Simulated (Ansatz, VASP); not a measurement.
GaN in VASP and in Ansatz

```
Ga N
1.0
     0.00000    2.24895    2.24895
     2.23681    0.00000    2.24895
     2.23681    2.24895    0.00000
Ga N
1 1
Direct
  0.00000 0.00000 0.00000
  0.25000 0.25000 0.25000
```

Change from the starting cell: uniaxial_x strain -0.5%.

Alike in both runs: task single point; functional PBE; k mesh 10 × 10 × 10; occupations fermi-dirac, width 0.02 eV; no spin polarisation.

|  | VASP | Ansatz |
| --- | --- | --- |
| version | VASP 6.6.1 | Ansatz 0.2.0 |
| potentials or method | VASP PAW PBE potentials, release 64 (Ga_d, N) | plane waves, PAW |
| plane-wave cutoff (eV) | 520 | 420 |
| valence electrons in the cell | 18 | 18 |

Ansatz gave:

| Property | Result |
| --- | --- |
| gap on the k mesh at the Fermi level (eV) | 1.77 |
| pressure (GPa) | 7.3 |
| largest component of the traceless stress (GPa) | 0.42 |

Q: What did VASP give for the same quantities?

A: gap on the k mesh at the Fermi level (eV): 1.78; pressure (GPa): 7.4; largest component of the traceless stress (GPa): 0.43.

The functional is the same, so the differences come from potentials, cutoffs and numerics.
